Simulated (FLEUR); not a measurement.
# Si (Fmmm) in FLEUR: further runs

Runs on Si. Level: r2SCAN. Tasks: band structure, equation of state.

Program: FLEUR MaX-R8.1 (later development tree). These are calculated values, not measurements. Logs are shortened: lines on timing, memory, paths and dates and some standing lists are left out, and cuts for length are marked.

**1. The structure**

Symmetry: Fmmm, No. 69, orthorhombic system. The conventional cell has a = 4.845 Å, b = 5.320 Å, c = 9.286 Å, α = 90.00°, β = 90.00°, γ = 90.00°. Si (site symmetry mm2) is surrounded by 6 Si at 2.48 to 2.72 Å. Around Si (site symmetry m2m) lie 5 Si at 2.42 to 2.51 Å.

This isn't the form of Si at room conditions, which is diamond.

**2. Band structure, r2SCAN**

Input file inp.xml:

```xml
<?xml version="1.0" encoding="UTF-8" standalone="no"?>
<fleurInput fleurInputVersion="0.39">
   <comment>
      Si                                                                                                  
   </comment>
   <calculationSetup>
      <cutoffs Kmax="4.62" Gmax="14.3" GmaxXC="14.3" numbands="0"/>
      <scfLoop itmax="80" minDistance="0.0001" maxIterBroyd="30" imix="Anderson" alpha="0.05" precondParam="0.0" spinf="2.0" sdNocoIR="T"/>
      <coreElectrons ctail="F" frcor="F" kcrel="0" coretail_lmax="0"/>
      <xcFunctional name="LibXC" relativisticCorrections="F">
         <LibXCName exchange="mgga_x_r2scan" correlation="mgga_c_r2scan"/>
         <AuxGGA exchange="117" correlation="130"/>
      </xcFunctional>
      <magnetism jspins="1"/>
      <soc l_soc="F" theta="0.0" phi="0.0" spav="F"/>
      <expertModes spex="0" secvar="F"/>
      <geometryOptimization l_f="F" forcealpha="1.0" forcemix="BFGS" epsdisp="0.00001" epsforce="0.00001"/>
      <ldaU l_linMix="F" mixParam="0.05" spinf="1.0"/>
   </calculationSetup>
   <cell>
      <bzIntegration valenceElectrons="48.0" mode="hist" fermiSmearingEnergy="0.00183747">
         <kPointListSelection listName="default-1"/>
         <!-- k-points included here -->
         <xi:include xmlns:xi="http://www.w3.org/2001/XInclude" href="kpts.xml"> </xi:include>
      </bzIntegration>
      <!-- symmetry operations included here -->
      <xi:include xmlns:xi="http://www.w3.org/2001/XInclude" href="sym.xml"> </xi:include>
      <bulkLattice scale="1.0">
         <bravaisMatrix>
            <row-1>    0.0000000000000000     5.0264796464398298     8.7744586243866092</row-1>
            <row-2>    4.5774226900919546     0.0000000000000000     8.7744586243866092</row-2>
            <row-3>    4.5774226900919546     5.0264796464398298     0.0000000000000000</row-3>
         </bravaisMatrix>
      </bulkLattice>
   </cell>
   <atomSpecies>
      <species name="Silicon (Si)" element="Si" atomicNumber="14">
         <mtSphere radius="2.12" gridPoints="701" logIncrement="0.016"/>
         <atomicCutoffs lmax="8" lnonsphr="8"/>
         <electronConfig flipSpins="F">
            <coreConfig>(1s1/2)</coreConfig>
            <valenceConfig>(2s1/2) (2p1/2) (2p3/2) (3s1/2) (3p1/2) (3p3/2)</valenceConfig>
            <stateOccupation state="(3p1/2)" spinUp="0.333333" spinDown="0.333333"/>
            <stateOccupation state="(3p3/2)" spinUp="0.666667" spinDown="0.666667"/>
         </electronConfig>
         <energyParameters s="3" p="3" d="3" f="4"/>
         <lo type="SCLO" l="0" n="2" eDeriv="0"/>
         <lo type="SCLO" l="1" n="2" eDeriv="0"/>
         <lo type="SCLO" l="2" n="3" eDeriv="2"/>
         <lo type="SCLO" l="3" n="4" eDeriv="2"/>
      </species>
   </atomSpecies>
   <atomGroups>
      <atomGroup species="Silicon (Si)">
         <relPos label="                   1">.2202307000 .2202307000 -.2202307000</relPos>
         <relPos label="                   2">-.2202307000 -.2202307000 .2202307000</relPos>
         <force calculate="T" relaxXYZ="TTT"/>
      </atomGroup>
      <atomGroup species="Silicon (Si)">
         <relPos label="                   3">.2726057200 -.2726057200 .2726057200</relPos>
         <relPos label="                   4">-.2726057200 .2726057200 -.2726057200</relPos>
         <force calculate="T" relaxXYZ="TTT"/>
      </atomGroup>
   </atomGroups>
   <output dos="F" band="F" slice="F">
      <checks vchk="F" cdinf="F"/>
      <bandDOS minEnergy="-.5*Htr" maxEnergy="0.5*Htr" sigma="0.015" storeEVData="T"/>
      <vacuumDOS vacdos="F" integ="F" star="F" nstars="0" locx1="0.0" locy1="0.0" locx2="0.0" locy2="0.0" nstm="0" tworkf="0.0"/>
      <unfoldingBand unfoldBand="F" supercellX="1" supercellY="1" supercellZ="1"/>
      <plotting iplot="0" polar="F">
         <plot TwoD="T" vec1="  1.0  0.0  0.0" vec2="  0.0  1.0  0.0" vec3="  0.0  0.0  1.0" zero="  0.0  0.0  0.0" file="plot"/>
      </plotting>
      <chargeDensitySlicing numkpt="0" minEigenval="0.0" maxEigenval="0.0" nnne="0" pallst="F"/>
      <specialOutput eonly="F"/>
      <moessbauerParams electricFieldGradient="T" isomerShift="T" coreHyperfine="T" valenceHyperfine="T"/>
      <magneticCircularDichroism mcd="F" energyLo="-10.0" energyUp="0.0"/>
   </output>
  <!-- We include the file relax.xml here to enable relaxations (see documentation) -->
  <xi:include xmlns:xi="http://www.w3.org/2001/XInclude" href="relax.xml"> <xi:fallback/> </xi:include>
</fleurInput>
```

Input file crystal.txt:

```
Si
&input cartesian=F /
0.0000000000  2.6598984800  4.6432435421
2.4222677723  0.0000000000  4.6432435421
2.4222677723  2.6598984800  0.0000000000
1.8897261246
1.0 1.0 1.0

4
14 0.2202307000  0.2202307000  0.7797693000
14 0.7797693000  0.7797693000  0.2202307000
14 0.2726057200  0.7273942800  0.2726057200
14 0.7273942800  0.2726057200  0.7273942800

&kpt div1=8 div2=8 div3=8 gamma=T /
```

Input file inp.xml (bands):

```
<?xml version="1.0" encoding="UTF-8" standalone="no"?>
<fleurInput fleurInputVersion="0.39">
   <comment>
      Si                                                                                                  
   </comment>
   <calculationSetup>
      <cutoffs Kmax="4.62" Gmax="14.3" GmaxXC="14.3" numbands="0"/>
      <scfLoop itmax="80" minDistance="0.0001" maxIterBroyd="30" imix="Anderson" alpha="0.05" precondParam="0.0" spinf="2.0" sdNocoIR="T"/>
      <coreElectrons ctail="F" frcor="F" kcrel="0" coretail_lmax="0"/>
      <xcFunctional name="LibXC" relativisticCorrections="F">
         <LibXCName exchange="mgga_x_r2scan" correlation="mgga_c_r2scan"/>
         <AuxGGA exchange="117" correlation="130"/>
      </xcFunctional>
      <magnetism jspins="1"/>
      <soc l_soc="F" theta="0.0" phi="0.0" spav="F"/>
      <expertModes spex="0" secvar="F"/>
      <geometryOptimization l_f="F" forcealpha="1.0" forcemix="BFGS" epsdisp="0.00001" epsforce="0.00001"/>
      <ldaU l_linMix="F" mixParam="0.05" spinf="1.0"/>
   </calculationSetup>
   <cell>
      <bzIntegration valenceElectrons="48.0" mode="hist" fermiSmearingEnergy="0.00183747">
         <kPointListSelection listName="path-1"/>
         <!-- k-points included here -->
         <xi:include xmlns:xi="http://www.w3.org/2001/XInclude" href="kpts.xml"> </xi:include>
      </bzIntegration>
      <!-- symmetry operations included here -->
      <xi:include xmlns:xi="http://www.w3.org/2001/XInclude" href="sym.xml"> </xi:include>
      <bulkLattice scale="1.0">
         <bravaisMatrix>
            <row-1>    0.0000000000000000     5.0264796464398298     8.7744586243866092</row-1>
            <row-2>    4.5774226900919546     0.0000000000000000     8.7744586243866092</row-2>
            <row-3>    4.5774226900919546     5.0264796464398298     0.0000000000000000</row-3>
         </bravaisMatrix>
      </bulkLattice>
   </cell>
   <atomSpecies>
      <species name="Silicon (Si)" element="Si" atomicNumber="14">
         <mtSphere radius="2.12" gridPoints="701" logIncrement="0.016"/>
         <atomicCutoffs lmax="8" lnonsphr="8"/>
         <electronConfig flipSpins="F">
            <coreConfig>(1s1/2)</coreConfig>
            <valenceConfig>(2s1/2) (2p1/2) (2p3/2) (3s1/2) (3p1/2) (3p3/2)</valenceConfig>
            <stateOccupation state="(3p1/2)" spinUp="0.333333" spinDown="0.333333"/>
            <stateOccupation state="(3p3/2)" spinUp="0.666667" spinDown="0.666667"/>
         </electronConfig>
         <energyParameters s="3" p="3" d="3" f="4"/>
         <lo type="SCLO" l="0" n="2" eDeriv="0"/>
         <lo type="SCLO" l="1" n="2" eDeriv="0"/>
         <lo type="SCLO" l="2" n="3" eDeriv="2"/>
         <lo type="SCLO" l="3" n="4" eDeriv="2"/>
      </species>
   </atomSpecies>
   <atomGroups>
      <atomGroup species="Silicon (Si)">
         <relPos label="                   1">.2202307000 .2202307000 -.2202307000</relPos>
         <relPos label="                   2">-.2202307000 -.2202307000 .2202307000</relPos>
         <force calculate="T" relaxXYZ="TTT"/>
      </atomGroup>
      <atomGroup species="Silicon (Si)">
         <relPos label="                   3">.2726057200 -.2726057200 .2726057200</relPos>
         <relPos label="                   4">-.2726057200 .2726057200 -.2726057200</relPos>
         <force calculate="T" relaxXYZ="TTT"/>
      </atomGroup>
   </atomGroups>
   <output dos="F" band="T" slice="F">
      <checks vchk="F" cdinf="F"/>
      <bandDOS minEnergy="-.5*Htr" maxEnergy="0.5*Htr" sigma="0.015" storeEVData="T"/>
      <vacuumDOS vacdos="F" integ="F" star="F" nstars="0" locx1="0.0" locy1="0.0" locx2="0.0" locy2="0.0" nstm="0" tworkf="0.0"/>
      <unfoldingBand unfoldBand="F" supercellX="1" supercellY="1" supercellZ="1"/>
      <plotting iplot="0" polar="F">
         <plot TwoD="T" vec1="  1.0  0.0  0.0" vec2="  0.0  1.0  0.0" vec3="  0.0  0.0  1.0" zero="  0.0  0.0  0.0" file="plot"/>
      </plotting>
      <chargeDensitySlicing numkpt="0" minEigenval="0.0" maxEigenval="0.0" nnne="0" pallst="F"/>
      <specialOutput eonly="F"/>
      <moessbauerParams electricFieldGradient="T" isomerShift="T" coreHyperfine="T" valenceHyperfine="T"/>
      <magneticCircularDichroism mcd="F" energyLo="-10.0" energyUp="0.0"/>
   </output>
  <!-- We include the file relax.xml here to enable relaxations (see documentation) -->
  <xi:include xmlns:xi="http://www.w3.org/2001/XInclude" href="relax.xml"> <xi:fallback/> </xi:include>
</fleurInput>
```

Potentials or basis: all-electron, FLAPW.

Command:

```bash
$ inpgen -f crystal.txt -profile fastHighL
$ # inp.xml edited to the form shown
$ fleur_MPI
$ fleur_MPI   # second run, on inp.xml (bands)
```

The log of the run:

```text
Welcome to FLEUR        (www.flapw.de)
      MaX-Release 8.1          (www.max-centre.eu)
 func_ids         498         497         498         497
 MetaGGA potential functional detected - V_tau will be computed
 Auxiliary Potential for radial basis: exchange=         117  correlation=         130
The functional 'Re-regularized SCAN exchange by Furness et al' is an exchange functional, it belongs to the 'MGGA' family and is defined in the reference(s):
[1] J. W. Furness, A. D. Kaplan, J. Ning, J. P. Perdew, and J. Sun.,  J. Phys. Chem. Lett. 11, 8208-8215 (2020)
[2] J. W. Furness, A. D. Kaplan, J. Ning, J. P. Perdew, and J. Sun.,  J. Phys. Chem. Lett. 11, 9248-9248 (2020)
The functional 'Re-regularized SCAN correlation by Furness et al' is a correlation functional, it belongs to the 'MGGA' family and is defined in the reference(s):
[1] J. W. Furness, A. D. Kaplan, J. Ning, J. P. Perdew, and J. Sun.,  J. Phys. Chem. Lett. 11, 8208-8215 (2020)
[2] J. W. Furness, A. D. Kaplan, J. Ning, J. P. Perdew, and J. Sun.,  J. Phys. Chem. Lett. 11, 9248-9248 (2020)
 Using same functional for VXC and EXC

 ========== k-point set info ==========
 Selected k-point list: default-1
 k-point list type: mesh
 8 x 8 x 8
 Number of k points: 95

 ------------Calculation Setup---------------------------
 Number of MPI-tasks      :            1
 Number of PE/node        :            1
 Number of OMP-threads    :            1
 Most efficient MPI parallelization for:
           1           5          19          95
 Additional eigenvalue parallelization possible
 Number of basis functions:          802
 Approximate size of matrices (H+S) per k-point:         0.010 GB
 --------------------------------------------------------
The functional 'Hammer, Hansen, and Norskov' is an exchange functional, it belongs to the 'GGA' family and is defined in the reference(s):
[1] B. Hammer, L. B. Hansen, and J. K. Nørskov.,  Phys. Rev. B 59, 7413 (1999)
The functional 'Perdew, Burke & Ernzerhof' is a correlation functional, it belongs to the 'GGA' family and is defined in the reference(s):
[1] J. P. Perdew, K. Burke, and M. Ernzerhof.,  Phys. Rev. Lett. 77, 3865 (1996)
[2] J. P. Perdew, K. Burke, and M. Ernzerhof.,  Phys. Rev. Lett. 78, 1396 (1997)
 Using same functional for VXC and EXC
 Using auxiliary GGA potential for the first iteration of MetaGGA calculation.
 Reset of history
 Reset of history
 Iteration:     1   Distance:      13.43492068 me/bohr^3
The functional 'Hammer, Hansen, and Norskov' is an exchange functional, it belongs to the 'GGA' family and is defined in the reference(s):
[1] B. Hammer, L. B. Hansen, and J. K. Nørskov.,  Phys. Rev. B 59, 7413 (1999)
The functional 'Perdew, Burke & Ernzerhof' is a correlation functional, it belongs to the 'GGA' family and is defined in the reference(s):
[1] J. P. Perdew, K. Burke, and M. Ernzerhof.,  Phys. Rev. Lett. 77, 3865 (1996)
[2] J. P. Perdew, K. Burke, and M. Ernzerhof.,  Phys. Rev. Lett. 78, 1396 (1997)
 Using same functional for VXC and EXC
 Iteration:     2   Distance:      13.10836874 me/bohr^3
The functional 'Hammer, Hansen, and Norskov' is an exchange functional, it belongs to the 'GGA' family and is defined in the reference(s):
[1] B. Hammer, L. B. Hansen, and J. K. Nørskov.,  Phys. Rev. B 59, 7413 (1999)
The functional 'Perdew, Burke & Ernzerhof' is a correlation functional, it belongs to the 'GGA' family and is defined in the reference(s):
[1] J. P. Perdew, K. Burke, and M. Ernzerhof.,  Phys. Rev. Lett. 77, 3865 (1996)
[2] J. P. Perdew, K. Burke, and M. Ernzerhof.,  Phys. Rev. Lett. 78, 1396 (1997)
 Using same functional for VXC and EXC
 Iteration:     3   Distance:      12.41062527 me/bohr^3
The functional 'Hammer, Hansen, and Norskov' is an exchange functional, it belongs to the 'GGA' family and is defined in the reference(s):
[1] B. Hammer, L. B. Hansen, and J. K. Nørskov.,  Phys. Rev. B 59, 7413 (1999)
The functional 'Perdew, Burke & Ernzerhof' is a correlation functional, it belongs to the 'GGA' family and is defined in the reference(s):
[1] J. P. Perdew, K. Burke, and M. Ernzerhof.,  Phys. Rev. Lett. 77, 3865 (1996)
[2] J. P. Perdew, K. Burke, and M. Ernzerhof.,  Phys. Rev. Lett. 78, 1396 (1997)
 Using same functional for VXC and EXC
 Iteration:     4   Distance:       1.62706841 me/bohr^3
The functional 'Hammer, Hansen, and Norskov' is an exchange functional, it belongs to the 'GGA' family and is defined in the reference(s):
[1] B. Hammer, L. B. Hansen, and J. K. Nørskov.,  Phys. Rev. B 59, 7413 (1999)
The functional 'Perdew, Burke & Ernzerhof' is a correlation functional, it belongs to the 'GGA' family and is defined in the reference(s):
[1] J. P. Perdew, K. Burke, and M. Ernzerhof.,  Phys. Rev. Lett. 77, 3865 (1996)
[2] J. P. Perdew, K. Burke, and M. Ernzerhof.,  Phys. Rev. Lett. 78, 1396 (1997)
 Using same functional for VXC and EXC
 Iteration:     5   Distance:       0.83262903 me/bohr^3
The functional 'Hammer, Hansen, and Norskov' is an exchange functional, it belongs to the 'GGA' family and is defined in the reference(s):
[... 46 lines left out ...]
 Using same functional for VXC and EXC
 Iteration:    12   Distance:       0.00105747 me/bohr^3
The functional 'Hammer, Hansen, and Norskov' is an exchange functional, it belongs to the 'GGA' family and is defined in the reference(s):
[1] B. Hammer, L. B. Hansen, and J. K. Nørskov.,  Phys. Rev. B 59, 7413 (1999)
The functional 'Perdew, Burke & Ernzerhof' is a correlation functional, it belongs to the 'GGA' family and is defined in the reference(s):
[1] J. P. Perdew, K. Burke, and M. Ernzerhof.,  Phys. Rev. Lett. 77, 3865 (1996)
[2] J. P. Perdew, K. Burke, and M. Ernzerhof.,  Phys. Rev. Lett. 78, 1396 (1997)
 Using same functional for VXC and EXC
 Iteration:    13   Distance:       0.00078042 me/bohr^3
The functional 'Hammer, Hansen, and Norskov' is an exchange functional, it belongs to the 'GGA' family and is defined in the reference(s):
[1] B. Hammer, L. B. Hansen, and J. K. Nørskov.,  Phys. Rev. B 59, 7413 (1999)
The functional 'Perdew, Burke & Ernzerhof' is a correlation functional, it belongs to the 'GGA' family and is defined in the reference(s):
[1] J. P. Perdew, K. Burke, and M. Ernzerhof.,  Phys. Rev. Lett. 77, 3865 (1996)
[2] J. P. Perdew, K. Burke, and M. Ernzerhof.,  Phys. Rev. Lett. 78, 1396 (1997)
 Using same functional for VXC and EXC
 Iteration:    14   Distance:       0.00010191 me/bohr^3
The functional 'Hammer, Hansen, and Norskov' is an exchange functional, it belongs to the 'GGA' family and is defined in the reference(s):
[1] B. Hammer, L. B. Hansen, and J. K. Nørskov.,  Phys. Rev. B 59, 7413 (1999)
The functional 'Perdew, Burke & Ernzerhof' is a correlation functional, it belongs to the 'GGA' family and is defined in the reference(s):
[1] J. P. Perdew, K. Burke, and M. Ernzerhof.,  Phys. Rev. Lett. 77, 3865 (1996)
[2] J. P. Perdew, K. Burke, and M. Ernzerhof.,  Phys. Rev. Lett. 78, 1396 (1997)
 Using same functional for VXC and EXC
 Iteration:    15   Distance:       0.00009438 me/bohr^3

 ********************************************************************
 Run finished successfully
 Stop message:
   all done
 ********************************************************************
```

Wall time 5.3 min (1 thread of Arm Neoverse V2, shared host); peak memory 0.12 GiB.

Results:

- Free energy: -31579.7212 eV
- Band gap along the path: none (metal or under the smearing width)
- Valence electrons inside the program's atomic spheres: Si 10.00, 10.05 (radii Si 2.12 bohr)

Levels at the corners of the path, in eV from the Fermi level:
```tsv
point	band 22	band 23	band 24	band 25	band 26	band 27
Γ	-2.46	-2.08	-1.84	-1.29	1.47	2.08
Y	-5.47	-3.13	-2.67	-2.16	-1.84	5.58
C	-3.31	-2.84	-2.40	-1.88	-1.50	4.28
D	-6.55	-2.70	-2.24	-1.73	1.55	4.66
X	-6.86	-2.72	-2.25	-1.75	1.53	4.88
Γ	-2.46	-2.08	-1.84	-1.29	1.47	2.08
Z	-2.62	-0.01	1.06	1.91	2.98	3.32
D1	-6.55	-2.70	-2.24	-1.73	1.55	4.66
H	-6.55	-3.48	-2.57	-0.91	1.96	3.80
C	-3.31	-2.84	-2.40	-1.88	-1.50	4.28
C1	-3.31	-2.84	-2.40	-1.88	-1.50	4.28
Z	-2.62	-0.01	1.06	1.91	2.98	3.32
X	-6.86	-2.72	-2.25	-1.75	1.53	4.88
H1	-6.55	-3.48	-2.57	-0.91	1.96	3.80
H	-6.55	-3.48	-2.57	-0.91	1.96	3.80
Y	-5.47	-3.13	-2.67	-2.16	-1.84	5.58
L	-1.46	-1.37	0.26	0.37	0.53	3.39
Γ	-2.46	-2.08	-1.84	-1.29	1.47	2.08
```

Core levels (eV from the Fermi level):
```csv
atom,levels
1 Si,1s1/2 -1780.9
2 Si,1s1/2 -1780.9
3 Si,1s1/2 -1780.7
4 Si,1s1/2 -1780.7
```

Caveat: the meta-GGA is that of a development version, with a GGA for the radial functions and cores and without core tails.

**3. Equation of state, r2SCAN, 14.06 Å³/atom (volume scaled by 0.94)**

inp.xml, as its differences from that of step 2:

```diff
@@ -6,3 +6,3 @@
    <calculationSetup>
-      <cutoffs Kmax="4.62" Gmax="14.3" GmaxXC="14.3" numbands="0"/>
+      <cutoffs Kmax="4.78" Gmax="14.8" GmaxXC="14.8" numbands="0"/>
       <scfLoop itmax="80" minDistance="0.0001" maxIterBroyd="30" imix="Anderson" alpha="0.05" precondParam="0.0" spinf="2.0" sdNocoIR="T"/>
@@ -27,3 +27,3 @@
       <xi:include xmlns:xi="http://www.w3.org/2001/XInclude" href="sym.xml"> </xi:include>
-      <bulkLattice scale="1.0">
+      <bulkLattice scale="0.9795861087">
          <bravaisMatrix>
@@ -37,3 +37,3 @@
       <species name="Silicon (Si)" element="Si" atomicNumber="14">
-         <mtSphere radius="2.12" gridPoints="701" logIncrement="0.016"/>
+         <mtSphere radius="2.05" gridPoints="701" logIncrement="0.016"/>
          <atomicCutoffs lmax="8" lnonsphr="8"/>
```

Potentials or basis: all-electron, FLAPW.

Command:

```bash
$ inpgen -f crystal.txt -profile fastHighL
$ # inp.xml edited to the form shown
$ fleur_MPI
```

Wall time 5.5 min (1 thread of Arm Neoverse V2, shared host); peak memory 0.13 GiB.

The run converged. Its results:

| Property | Result |
| --- | --- |
| Free energy | -31579.5751 eV |
| Band gap on the k mesh | none (metal or under the smearing width) |
| Valence electrons inside the program's atomic spheres | Si 9.87, 9.93 (radii Si 2.05 bohr) |

Caveat: the meta-GGA is that of a development version, with a GGA for the radial functions and cores and without core tails.

**4. Equation of state, r2SCAN, 14.36 Å³/atom (volume scaled by 0.96)**

inp.xml, as its differences from that of step 3:

```diff
@@ -27,3 +27,3 @@
       <xi:include xmlns:xi="http://www.w3.org/2001/XInclude" href="sym.xml"> </xi:include>
-      <bulkLattice scale="0.9795861087">
+      <bulkLattice scale="0.9864848297">
          <bravaisMatrix>
```

Command:

```bash
$ inpgen -f crystal.txt -profile fastHighL
$ # inp.xml edited to the form shown
$ fleur_MPI
```

Run time: 5.7 min. Hardware: 1 thread of Arm Neoverse V2, shared host; peak memory 0.12 GiB.

It converged, with:

```yaml
Free_energy: -31579.6464 eV
Band_gap_on_the_k_mesh: none (metal or under the smearing width)
Valence_electrons_inside_the_program's_atomic_spheres: Si 9.85, 9.90 (radii Si 2.05 bohr)
```

Caveat: the meta-GGA is that of a development version, with a GGA for the radial functions and cores and without core tails.

[end of part 1 of 2]
